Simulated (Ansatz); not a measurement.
# C: a jump of C

Level of theory: Ansatz, DFT PBE+D3(BJ), scalar-relativistic, plane waves, PAW. Settings: 420 eV cutoff, 2×2×2 k-mesh, shifted by half a step, Gaussian smearing of 0.02 eV, no spin polarisation.

Host crystal, relaxed:

```
CELL_PARAMETERS angstrom
2.13468 -1.23246 -0.01079
2.13468 1.23246 -0.01079
-1.40161 0.00000 3.38107
ATOMIC_POSITIONS crystal
C 0.83337 0.83337 0.00011
C 0.16663 0.16663 0.99989
```

In a supercell of 32 host sites, interstitial C hops to an equivalent place, moving 1.36 Å between the relaxed ends. Climbing-image nudged elastic band at fixed cell with images 0 (start) to 6 (end), the path measured over all atoms, converged to 0.05 eV/Å; the order of the saddle wasn't checked, and the small cell leaves errors of about a tenth of an eV.

Supercell rows in host cell vectors: 1 1 -1; 1 -3 -1; -3 1 -1. C was set at (0.250, 0.417, 0.562) of the host cell.

At the relaxed start C has 1 C at 1.48 Å, 1 C at 1.52 Å.

Question: What barrier does the band give, and what surrounds the atom at the top?

Answer: 1.15 eV at image 3, where C has 2 C at 1.99 Å, 4 C at 2.21 Å.